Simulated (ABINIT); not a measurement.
# CdTe (F-43m) in ABINIT: further runs, part 2 of 2

ABINIT 10.8.3 (patched build). Earlier steps stand in the parts before.

## Step 4: Band structure, revPBE

run.abi

```
# Datasets: ground state, then fixed potential
ndtset 2

# Pseudopotentials
pp_dirpath "./"
pseudos "Te.GGA_PBE-JTH.xml, Cd.GGA_PBE-JTH.xml"

# Structure
acell 8.5652865883 8.5652865883 8.5652865883
rprim
     0.0000000000     0.7071067812     0.7071067812
     0.7071067812     0.0000000000     0.7071067812
     0.7071067812     0.7071067812     0.0000000000
ntypat 2
znucl 52 48
natom 2
typat 1 2
xcart
     9.0848583441     9.0848583441     9.0848583441
     0.0000000000     0.0000000000     0.0000000000

# Plane-wave basis
ecut 17.0
pawecutdg 34.0

# Exchange and correlation
ixc 14

# Bands and occupations
occopt 3
tsmear 0.05 eV

# SCF cycle
nstep 100

# Output
iomode 3
prtwf 0
prteig 0
prtebands 0
enunit 1
prtden1 1
prtvha1 1
prtvclmb1 1
prtpot1 1

# Dataset 1
kptopt1 1
ngkpt1 7 7 7
nshiftk1 1
shiftk1 0.0 0.0 0.0
nband1 13
tolvrs1 1.0e-9

# Dataset 2: bands along G-X-W-K-G-L-U-W-L-K
iscf2 -2
getden2 1
nband2 17
nbdbuf2 2
tolwfr2 1.0e-12
kptopt2 -9
ndivsm2 6
prteig2 1
prtvol2 -3
kptbounds2
     0.0000000000     0.0000000000     0.0000000000
     0.5000000000     0.0000000000     0.5000000000
     0.5000000000     0.2500000000     0.7500000000
     0.3750000000     0.3750000000     0.7500000000
     0.0000000000     0.0000000000     0.0000000000
     0.5000000000     0.5000000000     0.5000000000
     0.6250000000     0.2500000000     0.6250000000
     0.5000000000     0.2500000000     0.7500000000
     0.5000000000     0.5000000000     0.5000000000
     0.3750000000     0.3750000000     0.7500000000
```

Potentials or basis: JTH PAW PBE v2.0.

The run is started by

```sh
$ abinit run.abi > log 2>&1
```

Run time: 2.6 min. Hardware: 1 thread of Arm Neoverse V1, shared host; peak memory 0.14 GiB.

The run converged. Its results:

| Property | Result |
| --- | --- |
| Free energy | -1519.2164 eV |
| Band gap on the k mesh | 0.99 eV, direct |
| Valence electrons inside the program's atomic spheres | Te 3.18; Cd 10.48 |

Levels at the corners of the path, in eV from the valence-band top:
| point | band 7 | band 8 | band 9 | band 10 | band 11 | band 12 |
| --- | --- | --- | --- | --- | --- | --- |
| Γ | 0.00 | 0.00 | 0.00 | 0.99 | 4.66 | 4.66 |
| X | -4.44 | -1.96 | -1.96 | 2.66 | 2.73 | 9.16 |
| W | -4.32 | -2.43 | -2.32 | 4.41 | 4.79 | 5.75 |
| K | -4.34 | -2.68 | -1.63 | 2.97 | 4.65 | 7.59 |
| Γ | 0.00 | 0.00 | 0.00 | 0.99 | 4.66 | 4.66 |
| L | -4.58 | -0.82 | -0.82 | 1.93 | 5.27 | 5.27 |
| U | -4.34 | -2.68 | -1.63 | 2.97 | 4.65 | 7.59 |
| W | -4.32 | -2.43 | -2.32 | 4.41 | 4.79 | 5.75 |
| L | -4.58 | -0.82 | -0.82 | 1.93 | 5.27 | 5.27 |
| K | -4.34 | -2.68 | -1.63 | 2.97 | 4.65 | 7.59 |

Caveat: the cutoff is too short for stress, so the log's stress isn't used; the PAW data sets were made with another functional, which shifts forces and pressure a little; spin-orbit coupling is left out, which moves the levels of the heavy elements.

## Step 5: Equation of state, LDA-PZ

run.abi

```
ndtset 7
getwfk -1
scalecart1 3*0.9795861087
scalecart2 3*0.9864848297
scalecart3 3*0.9932883884
scalecart4 3*1.0000000000
scalecart5 3*1.0066227096
scalecart6 3*1.0131594038
scalecart7 3*1.0196128224

pp_dirpath "./"
pseudos "Te.LDA_PW-JTH.xml, Cd.LDA_PW-JTH.xml"

acell 3*1.0 Angstrom
rprim
     0.0000000000     3.2050000000     3.2050000000
     3.2050000000     0.0000000000     3.2050000000
     3.2050000000     3.2050000000     0.0000000000
ntypat 2
znucl 52 48
natom 2
typat 1 2
xred
     0.7500000000     0.7500000000     0.7500000000
     0.0000000000     0.0000000000     0.0000000000

ecut 17.0
pawecutdg 34.0

kptopt 1
ngkpt 7 7 7
nshiftk 1
shiftk 0.0 0.0 0.0

ixc 2

nband 13
occopt 3
tsmear 0.00183747

nstep 100
tolvrs 1.0e-9

iomode 3
prtwf 1
prtden 0
prteig 0
prtebands 0
enunit 2
```

Potentials or basis: JTH PAW LDA v2.0.

The run is started by

```sh
$ abinit run.abi > log 2>&1
```

run.abo:

```text
.Version 10.8.3 of ABINIT
 DATASET    1 : space group F-4 3 m (#216); Bravais cF (face-center cubic)
================================================================================
 Values of the parameters that define the memory need for DATASET  1.
     intxc =       0    ionmov =       0      iscf =      17    lmnmax =      18
     lnmax =       6     mgfft =      32  mpssoang =       3    mqgrid =    3001
     natom =       2  nloc_mem =       2    nspden =       1   nspinor =       1
    nsppol =       1      nsym =      24    n1xccc =       1    ntypat =       2
    occopt =       3   xclevel =       1
       mpw =        1416          nfft =       32768          nkpt =          20
 PAW method is used; the additional fine FFT grid is defined by:
   mgfftf=        48    nfftf =    110592
================================================================================
================================================================================
[... 71 lines left out ...]
 DATASET    7 : space group F-4 3 m (#216); Bravais cF (face-center cubic)
[... 1534 lines left out ...]
                       0.0000000000E+00  0.0000000000E+00  0.0000000000E+00
            fcart5    -0.0000000000E+00 -0.0000000000E+00 -0.0000000000E+00
                      -0.0000000000E+00 -0.0000000000E+00 -0.0000000000E+00
[... 38 lines left out ...]
                       0.0000000000E+00  0.0000000000E+00  0.0000000000E+00
           xangst1     4.7093602176E+00  4.7093602176E+00  4.7093602176E+00
                       0.0000000000E+00  0.0000000000E+00  0.0000000000E+00
           xangst2     4.7425258188E+00  4.7425258188E+00  4.7425258188E+00
                       0.0000000000E+00  0.0000000000E+00  0.0000000000E+00
           xangst3     4.7752339272E+00  4.7752339272E+00  4.7752339272E+00
                       0.0000000000E+00  0.0000000000E+00  0.0000000000E+00
           xangst4     4.8075000000E+00  4.8075000000E+00  4.8075000000E+00
                       0.0000000000E+00  0.0000000000E+00  0.0000000000E+00
           xangst5     4.8393386764E+00  4.8393386764E+00  4.8393386764E+00
                       0.0000000000E+00  0.0000000000E+00  0.0000000000E+00
           xangst6     4.8707638338E+00  4.8707638338E+00  4.8707638338E+00
                       0.0000000000E+00  0.0000000000E+00  0.0000000000E+00
           xangst7     4.9017886437E+00  4.9017886437E+00  4.9017886437E+00
                       0.0000000000E+00  0.0000000000E+00  0.0000000000E+00
             xred      7.5000000000E-01  7.5000000000E-01  7.5000000000E-01
                       0.0000000000E+00  0.0000000000E+00  0.0000000000E+00
 Calculation completed.
```

Wall time 1.7 min (1 thread of Arm Neoverse V1, shared host); peak memory 0.14 GiB.

What came out:

```
Equilibrium volume                      : 32.99 Å³/atom
Bulk modulus                            : 47 GPa
Pressure derivative of the bulk modulus : 4.7 (rough: it moves with the points fitted)
```

Energy against volume, from the lowest point:
| volume (Å³/atom) | energy (meV/atom) |
| --- | --- |
| 30.947 | 20.88 |
| 31.605 | 9.31 |
| 32.263 | 2.44 |
| 32.922 | 0.00 |
| 33.580 | 1.58 |
| 34.239 | 6.31 |
| 34.897 | 14.35 |

Caveat: the cutoff is too short for stress, so the log's stress isn't used; pressures at fixed basis lie under the slope of the energies. Spin-orbit coupling is left out, which matters for the levels of Te.

## Step 6: Band structure, OLYP

run.abi

```
ndtset 2

pp_dirpath "./"
pseudos "Te.GGA_PBE-JTH.xml, Cd.GGA_PBE-JTH.xml"

acell 8.5652865883 8.5652865883 8.5652865883
rprim
     0.0000000000     0.7071067812     0.7071067812
     0.7071067812     0.0000000000     0.7071067812
     0.7071067812     0.7071067812     0.0000000000
ntypat 2
znucl 52 48
natom 2
typat 1 2
xcart
     4.8075000000     4.8075000000     4.8075000000
     0.0000000000     0.0000000000     0.0000000000 Angstrom

ecut 17.0
pawecutdg 34.0

ixc -110131

occopt 3
tsmear 0.00183747

nstep 100

iomode 3
prtwf 0
prteig 0
prtebands 0
enunit 1
prtden1 1
prtvha1 1
prtvclmb1 1
prtpot1 1

kptopt1 1
ngkpt1 7 7 7
nshiftk1 1
shiftk1 0.0 0.0 0.0
nband1 13
tolvrs1 1.0e-9

iscf2 -2
getden2 1
nband2 17
nbdbuf2 2
tolwfr2 1.0e-12
kptopt2 -9
ndivsm2 8
prteig2 1
prtvol2 -3
kptbounds2
     0.0000000000     0.0000000000     0.0000000000
     0.5000000000     0.0000000000     0.5000000000
     0.5000000000     0.2500000000     0.7500000000
     0.3750000000     0.3750000000     0.7500000000
     0.0000000000     0.0000000000     0.0000000000
     0.5000000000     0.5000000000     0.5000000000
     0.6250000000     0.2500000000     0.6250000000
     0.5000000000     0.2500000000     0.7500000000
     0.5000000000     0.5000000000     0.5000000000
     0.3750000000     0.3750000000     0.7500000000
```

Potentials or basis: JTH PAW PBE v2.0.

The run is started by

```sh
$ abinit run.abi > log 2>&1
```

Wall time 3.3 min (1 thread of Arm Neoverse V1, shared host); peak memory 0.16 GiB.

It converged, with:

* Free energy: -1524.3718 eV
* Band gap on the k mesh: 1.25 eV, direct
* Valence electrons inside the program's atomic spheres: Te 3.23; Cd 10.49

Levels at the corners of the path, in eV from the valence-band top:
```csv
point,band 6,band 7,band 8,band 9,band 10,band 11,band 12,band 13
Γ,-8.31,0.00,0.00,0.00,1.25,4.87,4.87,4.87
X,-7.73,-4.32,-1.87,-1.87,2.99,3.10,9.57,9.69
W,-7.65,-4.21,-2.30,-2.17,4.50,5.18,6.03,6.88
K,-7.69,-4.22,-2.52,-1.55,3.28,4.91,7.87,7.96
Γ,-8.31,0.00,0.00,0.00,1.25,4.87,4.87,4.87
L,-7.90,-4.41,-0.79,-0.79,2.18,5.51,5.51,7.94
U,-7.69,-4.22,-2.52,-1.55,3.28,4.91,7.87,7.96
W,-7.65,-4.21,-2.30,-2.17,4.50,5.18,6.03,6.88
L,-7.90,-4.41,-0.79,-0.79,2.18,5.51,5.51,7.94
K,-7.69,-4.22,-2.52,-1.55,3.28,4.91,7.87,7.96
```

Caveat: the cutoff is too short for stress, so the log's stress isn't used; the PAW data sets were made with another functional, which shifts forces and pressure a little; spin-orbit coupling is left out, which moves the levels of the heavy elements.

## Step 7: The runs side by side

| task | level | potentials or basis | cutoff (eV) | fine-grid cutoff | gap on the mesh (eV) | V0 of scaled cells (Å³/atom) | B0 (GPa) |
| --- | --- | --- | --- | --- | --- | --- | --- |
| equation of state | PBEsol | JTH PAW PBE v2.0 | 327 | 653.073 eV | - | - | - |
| equation of state | LDA-VWN | JTH PAW LDA v2.0 | 463 | 925.187 eV | - | 32.96 | 47 |
| band structure | revPBE | JTH PAW PBE v2.0 | 463 | 925.187 eV | 0.99 | - | - |
| equation of state | LDA-PZ | JTH PAW LDA v2.0 | 463 | 925.187 eV | - | 32.99 | 47 |
| band structure | OLYP | JTH PAW PBE v2.0 | 463 | 925.187 eV | 1.25 | - | - |

Alike in all rows: no spin polarisation; cell as given; k mesh 7 × 7 × 7; smearing fermi-dirac 0.05 eV.

Caveats: pressures at fixed basis lie under the slope of the energies (some runs); the PAW data sets were made with another functional, which shifts forces and pressure a little (some runs); spin-orbit coupling is left out, which moves the levels of the heavy elements (some runs); the fit is doubtful: noisy points or a state that changes with volume (some runs).

Absolute energies hang on the potentials; compare differences alone.

## Step 8: Against experiment

Step 3. Measured bulk modulus of CdTe: 42 GPa (powder; quoted in “Multiscale insight into the Cd1-xZnxTe vibrational-mechanical properties -- High-pressure experiments and ab initio calculations”, 2023, arxiv:2306.14539). This calculation gives 47 GPa (+10.8 %). The fit is for a static lattice scaled at fixed shape and fixed fractional positions.

Step 4. Measured gap of CdTe: 1.607 eV (0 K; a printed reference work, data compilation). This calculation gives 0.99 eV (-0.62 eV). Spin-orbit coupling on Cd, Te is left out. The value is that of revPBE, without temperature or zero-point motion. Semilocal functionals fall short of measured gaps as a rule.

Step 5. A measured bulk modulus of CdTe is 42 GPa (powder; quoted in “Multiscale insight into the Cd1-xZnxTe vibrational-mechanical properties -- High-pressure experiments and ab initio calculations”, 2023, arxiv:2306.14539); the calculated 47 GPa misses it by +10.8 %. The fit is for a static lattice scaled at fixed shape and fixed fractional positions.

Step 6. Measured gap of CdTe: 1.607 eV (0 K; a printed reference work, data compilation). This calculation gives 1.25 eV (-0.35 eV). Spin-orbit coupling on Cd, Te is left out. The value is that of OLYP, without temperature or zero-point motion.
